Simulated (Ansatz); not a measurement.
Phases of Co at 67 GPa

Structure types of Co are relaxed in primitive cells with their symmetry kept at 67 GPa, first on PAW files, then by LAPW. The enthalpy is E + pV at zero temperature, without zero-point motion. Only the types listed were tried, and differences under about 5 meV/atom are mesh noise.

Level of theory: DFT with PBE, scalar-relativistic, in Ansatz 0.2.0; Fermi–Dirac smearing of 0.05 eV, spin-polarised from start moments Co 1.7 μB. LAPW: all electrons, basis error target 0.5 meV/atom; PAW: frozen-core files, cutoff 420 eV.

k meshes: fcc 20×20×20, bcc 21×21×21, hcp 19×19×10, simple hexagonal 20×20×18, diamond 15×15×15, omega 10×10×14.

The magnetic state is the one reached from the start moments; other orders weren't searched.

Problem. Order the types by LAPW enthalpy, lowest first.
A. bcc
B. hcp
C. simple hexagonal
D. fcc
E. omega
F. diamond

Solution. B (0 meV/atom), D (32 meV/atom), E (140 meV/atom), A (155 meV/atom), C (803 meV/atom), F (2618 meV/atom).

```tsv
start type	ends as	a, b, c (Å)	V (Å³/atom)	H − H(lowest), LAPW (meV/atom)	same, PAW	moment (μB/atom)
fcc	fcc, Fm-3m	3.291, 3.291, 3.291	8.91	31.9	32.0	1.40
bcc	bcc, Im-3m	2.626, 2.626, 2.626	9.05	154.9	158.1	1.60
hcp	hcp, P6_3/mmc	2.336, 2.336, 3.771	8.91	0.0	0.0	1.44
simple hexagonal	simple hexagonal, P6/mmm	2.251, 2.251, 2.128	9.34	802.8	–	1.12
diamond	diamond, Fd-3m	4.494, 4.494, 4.494	11.35	2618.2	2612.9	0.00
omega	omega, P6/mmm	3.713, 3.713, 2.263	9.01	140.2	141.1	1.43
```

Problem. Split the lead of hcp over fcc into energy and pV.

Solution. For fcc less hcp: ΔE = +31.9 meV/atom, and p·ΔV = 67 GPa × -0.0001 Å³ × 6.242 meV/(GPa·Å³) = 0.0 meV/atom, together 31.9 meV/atom. hcp wins by its internal energy, though it is the less dense.
